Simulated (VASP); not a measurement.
# ScAl₃: molecular dynamics with a thermostat

ScAl₃, Pm-3m (no. 221), 12 atoms in the cell. PBE, molecular dynamics; PAW potentials Sc_sv, Al (PBE set).

Ensemble: Nose-Hoover chain; Target temperature (K): 1000.

## Input

INCAR:
```
ALGO = Fast
EDIFF = 1E-6
ENCUT = 240
GGA = PE
IBRION = 0
ISIF = 2
ISMEAR = -1
ISYM = 0
KPAR = 2
LASPH = True
LCHARG = False
LREAL = Auto
LWAVE = False
MDALGO = 4
NELM = 60
NELMIN = 4
NHC_NCHAINS = 3
NHC_PERIOD = 30
NSW = 60
POTIM = 2.0
PREC = Normal
RANDOM_SEED = 93724 0 0
SIGMA = 0.05
TEBEG = 1000
```

KPOINTS:
```
k-points
0
Gamma
  3 3 1
```

POSCAR:
```
ScAl3
1.0
    4.0878065700      0.0000000000      0.0000000000
    0.0000000000      4.0878065700      0.0000000000
    0.0000000000      0.0000000000     12.2634197100
Sc Al
3 9
Direct
    0.0000000000      0.0000000000      0.0000000000
    0.0000000000      0.0000000000      0.3333333333
    0.0000000000      0.0000000000      0.6666666667
    0.5000000000      0.5000000000      0.0000000000
    0.5000000000      0.5000000000      0.3333333333
    0.5000000000      0.5000000000      0.6666666667
    0.0000000000      0.5000000000      0.1666666667
    0.0000000000      0.5000000000      0.5000000000
    0.0000000000      0.5000000000      0.8333333333
    0.5000000000      0.0000000000      0.1666666667
    0.5000000000      0.0000000000      0.5000000000
    0.5000000000      0.0000000000      0.8333333333
```

Commands:
```
cat potpaw_PBE.64/Sc_sv/POTCAR potpaw_PBE.64/Al/POTCAR > POTCAR
mpirun -np 2 vasp_std > vasp.out
```

## Result

- Mean temperature (K): 607
- Standard error of the mean temperature (K): 90
- Relative fluctuation of the kinetic energy: 0.380
- Canonical value of that fluctuation: 0.246
- Rise of the mean potential energy above the start (meV/atom): 73.6
- Electronic steps per ionic step after the first: 5.6

Course of the run:

| Time (fs) | Temperature (K) | Potential energy less the first (meV/atom) |
|---|---|---|
| 2 | 1000 | 0.0 |
| 12 | 780 | 26.2 |
| 20 | 419 | 69.8 |
| 30 | 139 | 104.2 |
| 38 | 238 | 93.8 |
| 48 | 610 | 56.0 |
| 56 | 832 | 39.4 |
| 66 | 804 | 55.5 |
| 74 | 628 | 83.6 |
| 84 | 487 | 106.2 |
| 92 | 515 | 106.7 |
| 102 | 641 | 97.3 |
| 110 | 751 | 89.3 |
| 120 | 890 | 79.8 |

REPORT:
```
MDALGO =   4
           NHC_NCHAINS =   3
            NHC_PERIOD =    30
            NHC_NRESPA =    1
                NHC_NS =  1
               SCALING =       0
                 CNEXP =     9.000   14.000
           RANDOM_SEED =             93724                0                0

   original number of atomic DOF:         33
   number of independent constraints:      0
   number of active DOF:                  33

========================================
         MD step No.       1
========================================

  Atomic velocities initialized by STEP_tb

  >Nose-Hoover_chains
                       xs       vs(fs^-1)
   nhc_s>   0.64641816E-09   0.12927016E-08
   nhc_s>  -0.13889371E-03  -0.27779707E-03
   nhc_s>  -0.13888889E-03  -0.27773919E-03

  >Energies
                    E_tot             E_pot             E_kin               EPS                ES
   e_b>   -0.55885854E+02   -0.57307729E+02    0.14218753E+01    0.23935520E-04   -0.23935760E-04

  >Temperature
               T_sim     T_inst
   tmprt>   1000.000   1000.005

           RANDOM_SEED =             93724               72                0

[... steps left out ...]

========================================
         MD step No.      60
========================================

  >Nose-Hoover_chains
                       xs       vs(fs^-1)
   nhc_s>  -0.47297569E+00  -0.34567217E-02
   nhc_s>   0.19769849E+01   0.18638840E-01
   nhc_s>   0.54386775E+00   0.37080512E-01

  >Energies
                    E_tot             E_pot             E_kin               EPS                ES
   e_b>   -0.55884262E+02   -0.56349681E+02    0.12648810E+01    0.32832527E+00   -0.11277870E+01

  >Temperature
               T_sim     T_inst
   tmprt>   1000.000    889.591

           RANDOM_SEED =             93724               72                0
```

OSZICAR:
```
N       E                     dE             d eps       ncg     rms          rms(c)
DAV:   1     0.339443291832E+03    0.33944E+03   -0.17595E+04   466   0.811E+02
DAV:   2    -0.363104432649E+02   -0.37575E+03   -0.36992E+03   503   0.393E+02
DAV:   3    -0.591600794892E+02   -0.22850E+02   -0.21764E+02   596   0.899E+01
DAV:   4    -0.601003676882E+02   -0.94029E+00   -0.91088E+00   580   0.161E+01
DAV:   5    -0.601223159781E+02   -0.21948E-01   -0.21655E-01   564   0.253E+00    0.153E+01
RMM:   6    -0.572843637192E+02    0.28380E+01   -0.12010E+01   424   0.225E+01    0.496E+00
RMM:   7    -0.574208166979E+02   -0.13645E+00   -0.37316E+00   449   0.728E+00    0.264E+00
RMM:   8    -0.573044563558E+02    0.11636E+00   -0.27279E-01   370   0.429E+00    0.197E+00
RMM:   9    -0.573053077736E+02   -0.85142E-03   -0.21964E-01   402   0.190E+00    0.376E-01
RMM:  10    -0.573069360483E+02   -0.16283E-02   -0.28696E-02   452   0.104E+00    0.278E-01
RMM:  11    -0.573075965612E+02   -0.66051E-03   -0.78143E-03   440   0.310E-01    0.186E-01
RMM:  12    -0.573078167136E+02   -0.22015E-03   -0.17763E-03   450   0.182E-01    0.952E-02
[... left out ...]
     59 T=   862. E= -.55875620E+02 F= -.56327487E+02 E0= -.56297768E+02  EK= 0.12339E+01 SP= -.11E+01 SK= 0.34E+00
[... last step whole ...]
       N       E                     dE             d eps       ncg     rms          rms(c)
DAV:   1    -0.563493519936E+02   -0.21866E-01   -0.18854E-02   692   0.399E+00    0.139E-02
RMM:   2    -0.563496128764E+02   -0.26088E-03   -0.26325E-03   493   0.321E-01    0.736E-03
RMM:   3    -0.563496689718E+02   -0.56095E-04   -0.55412E-04   475   0.906E-02    0.525E-03
RMM:   4    -0.563496805713E+02   -0.11599E-04   -0.11543E-04   416   0.444E-02    0.443E-03
RMM:   5    -0.563496813322E+02   -0.76095E-06   -0.84060E-06   303   0.176E-02
     60 T=   890. E= -.55875529E+02 F= -.56349681E+02 E0= -.56319658E+02  EK= 0.12736E+01 SP= -.11E+01 SK= 0.33E+00
```

Limits: 120 fs of 12 atoms are too short for converged averages; the cell is only 4.1 Å across, so each atom moves in step with near copies of itself.

VASP 6.6.1 took 244 s on 2 cores (Intel Xeon Platinum 8259CL @ 2.50GHz (Skylake/Cascade Lake)), a shared host.
